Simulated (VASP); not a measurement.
**GaP: NMR shieldings**

Wanted: the shieldings and field gradients at the nuclei of GaP. The cell is of the zinc-blende type, one of the forms listed for this formula, which need not be the common one. The start is a cell from a database of measured crystal structures.

Method: PBE; plane waves and PAW (Ga_d, P), in the first sound run; inputs show where later runs differ, in VASP 6.6.1.

**1. The starting structure**

The structure is cubic, space group F-43m (No. 216). Conventional cell: a = 5.451 Å, b = 5.451 Å, c = 5.451 Å, α = 90.00°, β = 90.00°, γ = 90.00°. Nearest to Ga lie 4 P at 2.36 Å. Nearest to P lie 4 Ga at 2.36 Å. Farther neighbours are not listed.

**2. Ground state**

The next steps need an insulator, so the gap is checked first.

The input, INCAR:

```
SYSTEM = GaP
PREC = Accurate
ENCUT = 400
EDIFF = 1E-07
NELM = 100
ISMEAR = 0
SIGMA = 0.01
LREAL = .FALSE.
ALGO = Normal
GGA = PE
NBANDS = 15
LORBIT = 11
LWAVE = .FALSE.
LCHARG = .FALSE.
KPAR = 2
```

The input, POSCAR:

```
GaP
1.0
    0.0000000000      2.7252500000      2.7252500000
    2.7252500000      0.0000000000      2.7252500000
    2.7252500000      2.7252500000      0.0000000000
Ga P
1 1
Direct
    0.0000000000      0.0000000000      0.0000000000
    0.7500000000      0.7500000000      0.7500000000
```

The input, KPOINTS:

```
Automatic mesh
0
Gamma
7 7 7
0 0 0
```

Potentials, in the order of the species: Ga_d and P (PBE family, release 64).

Launch:

```sh
> mpirun -np 2 vasp_std
```

Log:

```text
[banner, memory and clock lines left out]
running    2 mpi-ranks, on    1 nodes
 distrk:  each k-point on    1 cores,    2 groups
 distr:  one band on    1 cores,    1 groups

 POSCAR found type information on POSCAR GaP
 POSCAR found :  2 types and       2 ions
 LDA part: xc-table for (Slater+PW92), standard interpolation
 POSCAR, INCAR and KPOINTS ok, starting setup
 FFT: planning ... GRIDC
 FFT: planning ... GRID_SOFT
 FFT: planning ... GRID
 WAVECAR not read
 entering main loop
       N       E                     dE             d eps       ncg     rms          rms(c)
DAV:   1     0.727986323672E+02    0.72799E+02   -0.78894E+03   616   0.146E+03
DAV:   2    -0.370159479836E+01   -0.76500E+02   -0.73089E+02   677   0.283E+02
DAV:   3    -0.928529142712E+01   -0.55837E+01   -0.55586E+01   740   0.632E+01
DAV:   4    -0.937949580224E+01   -0.94204E-01   -0.94182E-01   701   0.893E+00
DAV:   5    -0.938146818097E+01   -0.19724E-02   -0.19722E-02   803   0.113E+00    0.425E+00
DAV:   6    -0.913484693826E+01    0.24662E+00   -0.39901E-01   914   0.110E+01    0.280E+00
DAV:   7    -0.910788670639E+01    0.26960E-01   -0.98213E-02   748   0.219E+00    0.113E+00
DAV:   8    -0.910819117590E+01   -0.30447E-03   -0.13997E-02   740   0.152E+00    0.181E-01
DAV:   9    -0.910857329213E+01   -0.38212E-03   -0.13925E-03   735   0.551E-01    0.841E-02
DAV:  10    -0.910864173529E+01   -0.68443E-04   -0.11036E-04   932   0.114E-01    0.406E-02
DAV:  11    -0.910871295077E+01   -0.71215E-04   -0.98740E-05   656   0.868E-02    0.504E-03
DAV:  12    -0.910871263415E+01    0.31661E-06   -0.29389E-06   756   0.237E-02    0.273E-03
DAV:  13    -0.910871297063E+01   -0.33648E-06   -0.91561E-07   712   0.819E-03    0.186E-03
DAV:  14    -0.910871297789E+01   -0.72559E-08   -0.29892E-08   531   0.157E-03
   1 F= -.91087130E+01 E0= -.91087130E+01  d E =-.148767E-63
```

The job ended after 7.2 s (2 MPI ranks of Intel Xeon 6975P-C (Granite Rapids), shared host; peak memory 0.28 GiB).

The logs omit lines about the potential files and the build; timing stands in the text.

From OUTCAR (step 2):

```text
ion  position               nearest neighbor table
   1  0.000  0.000  0.000-   2 2.36   2 2.36   2 2.36   2 2.36
   2  0.750  0.750  0.750-   1 2.36   1 2.36   1 2.36   1 2.36

  LATTYP: Found a face centered cubic cell.
 ALAT       =     5.4505000000

 Subroutine GETGRP returns: Found 24 space group operations
 (whereof 24 operations were pure point group operations)

The static configuration has the point symmetry T_d .

 Found     20 irreducible k-points:

   k-points           NKPTS =     20   k-points in BZ     NKDIM =     20   number of bands    NBANDS=     15

   dimension x,y,z NGX =    28 NGY =   28 NGZ =   28
   dimension x,y,z NGXF=    56 NGYF=   56 NGZF=   56

   ENCUT  =  400.0 eV  29.40 Ry    5.42 a.u.   6.29  6.29  6.29*2*pi/ulx,y,z

   NELECT =      18.0000    total number of electrons

 k-points in reciprocal lattice and weights: Automatic mesh
   0.00000000  0.00000000  0.00000000       0.003
   0.14285714  0.00000000  0.00000000       0.023
   0.28571429  0.00000000  0.00000000       0.023
   0.42857143  0.00000000  0.00000000       0.023
   0.14285714  0.14285714  0.00000000       0.017
   0.28571429  0.14285714  0.00000000       0.070
   0.42857143  0.14285714  0.00000000       0.070
  -0.42857143  0.14285714  0.00000000       0.070
  -0.28571429  0.14285714  0.00000000       0.070
[...]
-0.42857143  0.42857143  0.14285714       0.070
  -0.28571429  0.42857143  0.14285714       0.070

 average (electrostatic) potential at core
       1 -65.3829       2 -83.3998

 E-fermi :   4.7719

 k-point     1 :       0.0000    0.0000    0.0000
  band No.  band energies     occupation
    ...
      5      -9.7994      2.00000
      6      -7.8393      2.00000
      7       4.6548      2.00000
      8       4.6548      2.00000
      9       4.6548      2.00000
     10       6.4781      0.00000
     11       8.5392      0.00000
     12       8.5392      0.00000
     13       8.5392      0.00000
     14      13.4589      0.00000
    ...

 k-point     2 :       0.1429    0.0000    0.0000
  band No.  band energies     occupation
    ...
      5      -9.7996      2.00000
      6      -7.5759      2.00000
      7       2.7016      2.00000
      8       4.3663      2.00000
      9       4.3663      2.00000
     10       7.1015      0.00000
     11       8.9746      0.00000
     12       8.9746      0.00000
     13       9.3477      0.00000
     14      13.7213      0.00000
    ...

 k-point     3 :       0.2857    0.0000    0.0000
  band No.  band energies     occupation
    ...
      5      -9.7975      2.00000
      6      -6.8459      2.00000
      7       0.1805      2.00000
      8       3.8788      2.00000
      9       3.8788      2.00000
     10       6.6893      0.00000
     11       9.4538      0.00000
     12       9.4538      0.00000
     13      11.5756      0.00000
     14      13.8441      0.00000
    ...

  Total        0.5778265      0.5778265      0.5778265     -0.0000000      0.0000000      0.0000000
  in kB       22.8696226     22.8696226     22.8696226     -0.0000000      0.0000000      0.0000000
  external PRESSURE =      22.8696226 kB  Pullay stress =       0.0000000 kB

  energy-cutoff  :      400.00
  volume of cell :       40.48
      direct lattice vectors                 reciprocal lattice vectors
     0.000000000  2.725250000  2.725250000    -0.183469406  0.183469406  0.183469406
     2.725250000  0.000000000  2.725250000     0.183469406 -0.183469406  0.183469406
     2.725250000  2.725250000  0.000000000     0.183469406  0.183469406 -0.183469406

 POSITION                                       TOTAL-FORCE (eV/Angst)
 -----------------------------------------------------------------------------------
      0.00000      0.00000      0.00000         0.000000      0.000000      0.000000
      4.08788      4.08788      4.08788        -0.000000     -0.000000     -0.000000
 -----------------------------------------------------------------------------------
    total drift:                               -0.000002     -0.000002     -0.000002

  FREE ENERGIE OF THE ION-ELECTRON SYSTEM (eV)
  ---------------------------------------------------
  free  energy   TOTEN  =        -9.1087129779 eV

  energy  without entropy=       -9.1087129779  energy(sigma->0) =       -9.10871298

 total charge
# of ion       s       p       d       tot
------------------------------------------
    1        0.861   0.850  10.012  11.723
    2        1.020   1.525   0.000   2.546
--------------------------------------------------
tot          1.881   2.375  10.012  14.269

[... 3 further parts left out ...]
```

The gap is read on the k-mesh alone, so it is an upper bound where the band edges lie off the mesh.

Numbers from this step:

```
free energy (TOTEN)            : -9.109 eV
Fermi energy                   : 4.772 eV
pressure                       : 2.287 GPa
gap on the k-mesh              : 1.587 eV
least direct gap on the k-mesh : 1.823 eV
```

The cell has a gap of 1.59 eV on this mesh and a pressure of +2.3 GPa, which holds the misfit of the given cell and coordinates with this functional, and any error of cutoff, mesh and data sets. Spin-orbit coupling is left out, which can shift or reorder these edges.

(Continued in part 2 of 4.)

[Lines on the potential files, build, host, timing and source positions are cut from VASP's logs without a mark.]

[Logs are printed without paths, hosts, clocks, repeated set-up lines and the standing remarks that a program may print on its own settings, such as how far it seeks lower states.]

[Hosts, paths, dates, database ids (printed as entryN), source tags and the programs' standing remarks are cut or masked in the printed files.]
